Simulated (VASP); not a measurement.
Crystal: Ba.

```
Ba
1.0
     5.87175    0.00000    0.00000
    -2.93587    5.08508    0.00000
     0.00000    0.00000    6.66170
Ba
3
Direct
  0.22540 0.00000 0.33333
  0.00000 0.22540 0.66667
  0.77460 0.77460 0.00000
```

The cell was built by a generator and needn't be a form met in nature.

* Program: VASP 6.6.1
* Task: relaxation of cell and atoms
* Functional: r2SCAN
* Potentials or basis: VASP PAW PBE potentials, release 64 (Ba_sv)
* Cutoff: 600 eV
* k mesh: 3 × 3 × 4
* Occupations: gaussian, width 0.1 eV
* Spin: no spin polarisation

At the start: pressure 0.2 GPa; volume 66.30 Å³/atom.

**Question.** How do energy, volume and symmetry change on relaxing?

**Answer.** Over 13 steps the energy falls by 671.6 meV/atom and the volume is 60.81 Å³/atom (-8.3 %); space group P3_121 (No. 152, to 0.05 Å).

Step by step:
| step | energy change (eV) | largest force (eV/Å) | pressure (GPa) | volume (Å³) |
| --- | --- | --- | --- | --- |
| 1 | 0.0000 | 1.7908 | 0.19 | 198.91 |
| 2 | -0.4828 | 1.2933 | -0.49 | 201.05 |
| 3 | -1.1609 | 0.5934 | -0.78 | 204.83 |
| 4 | -1.5704 | 0.0782 | -0.54 | 207.28 |
| 5 | -1.5782 | 0.1078 | -0.49 | 207.18 |
| 6 | -1.5903 | 0.1429 | -0.38 | 206.80 |
| 7 | -1.6474 | 0.1355 | -0.18 | 205.36 |
| 8 | -1.8363 | 0.0260 | -0.25 | 199.99 |
| 9 | -1.8523 | 0.0058 | 0.45 | 180.70 |
| 10 | -2.0029 | 0.0164 | -0.30 | 191.53 |
| 11 | -1.9989 | 0.0086 | -0.35 | 193.12 |
| 12 | -2.0080 | 0.0154 | 0.25 | 176.00 |
| 13 | -2.0147 | 0.0129 | -0.01 | 182.43 |

Final structure:
```cif
data_structure
_symmetry_space_group_name_H-M 'P 1'
_symmetry_Int_Tables_number 1
_cell_length_a 4.3209
_cell_length_b 4.3209
_cell_length_c 11.2826
_cell_angle_alpha 90.000
_cell_angle_beta 90.000
_cell_angle_gamma 120.000
_cell_volume 182.43
loop_
_atom_site_label
_atom_site_type_symbol
_atom_site_fract_x
_atom_site_fract_y
_atom_site_fract_z
_atom_site_occupancy
Ba1 Ba 0.51602 0.00000 0.33333 1
Ba2 Ba 0.00000 0.51602 0.66667 1
Ba3 Ba 0.48398 0.48398 0.00000 1
```

Caveat: the k mesh is coarse (spacing up to 0.41 Å⁻¹), so the values aren't converged; the PAW data sets were made with another functional, which shifts forces and pressure a little.
